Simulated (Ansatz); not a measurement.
Molecular dynamics on a 2×2×2 supercell (24 atoms) of ZrO2 (fluorite), relaxed with r2SCAN. Forces come from r2SCAN in the PAW code Ansatz: Langevin thermostat and barostat (NPT), 300 K, steps of 1 fs. Spin polarisation is off, nuclei are classical, and the run is far too short for thermal averages.

```yaml
crystal:
  lattice:
    - [0.0, 5.089427175, 5.089427175]
    - [5.089427175, 0.0, 5.089427175]
    - [5.089427175, 5.089427175, 0.0]
  atoms:
    - { symbol: Zr, position: [0.0, 0.0, 0.0] }
    - { symbol: O, position: [0.125, 0.125, 0.125] }
    - { symbol: O, position: [0.375, 0.375, 0.375] }
    - { symbol: Zr, position: [0.0, 0.0, 0.5] }
    - { symbol: O, position: [0.125, 0.125, 0.625] }
    - { symbol: O, position: [0.375, 0.375, 0.875] }
    - { symbol: Zr, position: [0.0, 0.5, 0.0] }
    - { symbol: O, position: [0.125, 0.625, 0.125] }
    - { symbol: O, position: [0.375, 0.875, 0.375] }
    - { symbol: Zr, position: [0.0, 0.5, 0.5] }
    - { symbol: O, position: [0.125, 0.625, 0.625] }
    - { symbol: O, position: [0.375, 0.875, 0.875] }
    - { symbol: Zr, position: [0.5, 0.0, 0.0] }
    - { symbol: O, position: [0.625, 0.125, 0.125] }
    - { symbol: O, position: [0.875, 0.375, 0.375] }
    - { symbol: Zr, position: [0.5, 0.0, 0.5] }
    - { symbol: O, position: [0.625, 0.125, 0.625] }
    - { symbol: O, position: [0.875, 0.375, 0.875] }
    - { symbol: Zr, position: [0.5, 0.5, 0.0] }
    - { symbol: O, position: [0.625, 0.625, 0.125] }
    - { symbol: O, position: [0.875, 0.875, 0.375] }
    - { symbol: Zr, position: [0.5, 0.5, 0.5] }
    - { symbol: O, position: [0.625, 0.625, 0.625] }
    - { symbol: O, position: [0.875, 0.875, 0.875] }
kpoints:
  mp_grid: { grid: [2, 2, 2] }
hamiltonian:
  xc: r2scan
scf:
  occupations: { method: fermi_dirac, width: 0.026 }
md:
  ensemble: npt_langevin
  temperature: 300
  timestep: 1.0
  n_steps: 20
  initial_velocities: maxwell_boltzmann
  seed: 1571
```

Command: `ansatz run input.yaml --threads 4 --pin off --max-ram 3686MiB --backend cpu --events-out ev --progress --plain --runs-dir out`. It took 3.3 min on 4 threads of Arm Neoverse V2, on a shared host, load about 0.7 per core; peak host memory 1.6 GiB.

| step | t (fs) | T (K) | free energy F from step 0 (meV/atom) | kinetic energy (meV/atom) | pressure (GPa) | volume (Å³/atom) | largest force (eV/Å) |
| --- | --- | --- | --- | --- | --- | --- | --- |
| 0 | 0 | 288 | 0.0 | 37.2 | 0.34 | 10.99 | 0.00 |
| 1 | 1 | 280 | 0.2 | 36.2 | 0.34 | 10.99 | 0.20 |
| 2 | 2 | 270 | 1.0 | 34.9 | 0.36 | 10.99 | 0.38 |
| 3 | 3 | 273 | 2.1 | 35.3 | 0.45 | 10.98 | 0.56 |
| 4 | 4 | 268 | 3.6 | 34.6 | 0.58 | 10.98 | 0.73 |
| 5 | 5 | 248 | 5.4 | 32.1 | 0.77 | 10.97 | 0.89 |
| 6 | 6 | 232 | 7.4 | 30.0 | 1.01 | 10.97 | 1.03 |
| 7 | 7 | 221 | 9.4 | 28.5 | 1.23 | 10.96 | 1.15 |
| 8 | 8 | 204 | 11.5 | 26.4 | 1.40 | 10.95 | 1.24 |
| 9 | 9 | 177 | 13.3 | 22.9 | 1.53 | 10.95 | 1.31 |
| 10 | 10 | 161 | 15.0 | 20.8 | 1.64 | 10.95 | 1.36 |
| 11 | 11 | 146 | 16.4 | 18.9 | 1.70 | 10.95 | 1.39 |
| 12 | 12 | 138 | 17.5 | 17.8 | 1.69 | 10.95 | 1.40 |
| 13 | 13 | 123 | 18.3 | 15.9 | 1.55 | 10.96 | 1.38 |
| 14 | 14 | 123 | 18.6 | 16.0 | 1.38 | 10.97 | 1.36 |
| 15 | 15 | 121 | 18.9 | 15.6 | 1.17 | 10.98 | 1.35 |
| 16 | 16 | 131 | 18.9 | 17.0 | 0.95 | 10.99 | 1.33 |
| 17 | 17 | 131 | 18.7 | 17.0 | 0.72 | 11.00 | 1.29 |
| 18 | 18 | 136 | 18.4 | 17.6 | 0.49 | 11.01 | 1.24 |
| 19 | 19 | 140 | 18.1 | 18.1 | 0.22 | 11.03 | 1.18 |
| 20 | 20 | 146 | 17.7 | 18.9 | -0.08 | 11.04 | 1.16 |

The temperature starts at 288 K, is lowest at step 15 (121 K, 15 fs) and ends at 146 K. The thermostat hasn't had time to restore it. The atoms start on their lattice sites with kinetic energy alone, so much of it first passes into potential energy.

Positions (Å) and forces (eV/Å) at step 20:
```
cell (Å): 0.000 5.098 5.098; 5.098 0.000 5.098; 5.098 5.098 0.000
Zr  -0.005   0.028   0.026     0.124   0.109  -0.364
O    1.326   1.231   1.175     0.092   0.394   0.895
O    3.877   3.826   3.826    -0.286  -0.242   0.171
Zr   2.569   2.509  -0.011    -0.586   0.321  -0.399
O    3.736   3.887   1.303     0.486  -0.447  -0.627
O    6.406   6.337   3.824    -0.654   0.707  -0.563
Zr   2.597  -0.034   2.549    -0.701   0.275   0.700
O    3.847   1.350   3.851    -0.489  -0.999   0.162
O    6.306   3.802   6.409     0.218  -0.397   0.308
Zr   5.061   2.545   2.524     0.627   0.437   0.872
O    6.415   3.853   3.834     0.186  -0.139   0.377
O    8.960   6.405   6.412     0.193   0.059   0.165
Zr  -0.008   2.522   2.544     0.410   0.030   0.417
O    1.269   3.791   3.913     0.286   0.581  -0.618
O    3.891   6.400   6.408    -0.153   0.094  -0.244
Zr   2.535   5.101   2.519    -0.155   0.130   0.615
O    3.744   6.272   3.870     0.589   0.937   0.051
O    6.345   8.964   6.412     0.032  -0.600   0.016
Zr   2.532   2.588   5.100     0.117  -0.346  -0.318
O    3.851   3.864   6.429    -0.728  -0.332  -0.519
O    6.346   6.443   8.869    -0.174  -0.662  -0.024
Zr   5.119   5.062   5.112     0.405   0.010  -0.640
O    6.447   6.352   6.337    -0.242   0.222  -0.021
O    8.934   8.901   8.956     0.402  -0.141  -0.411
```
